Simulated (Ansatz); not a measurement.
Crystal: LiH.

```
Li H
1.0
     0.00000    2.03675    2.03675
     2.03675    0.00000    2.03675
     2.03675    2.03675    0.00000
Li H
1 1
Direct
  0.00000 0.00000 0.00000
  0.50000 0.50000 0.50000
```

Base run:

| Property | Result |
| --- | --- |
| Program | Ansatz 0.2.0 |
| Functional | PBEsol |
| Potentials or basis | all-electron PAW datasets made for the crystal |
| Cutoff | 200 eV |
| Density cutoff | 800 eV |
| k mesh | 8 × 8 × 8 |
| Occupations | fermi-dirac, width 0.05 eV |
| Spin | no spin polarisation |

Its results: band gap on the k mesh 2.79 eV, direct; pressure -2.4 GPa.

Question: The run is repeated on the same cell with these changes: k mesh from 8 × 8 × 8 to 11 × 11 × 11. What comes out?

Answer: Band gap on the k mesh 2.98 eV, direct; pressure -2.4 GPa.

Caveats: the mesh misses the band edges, which the band path finds closer together (some runs).

Not every run made on this cell is shown here.
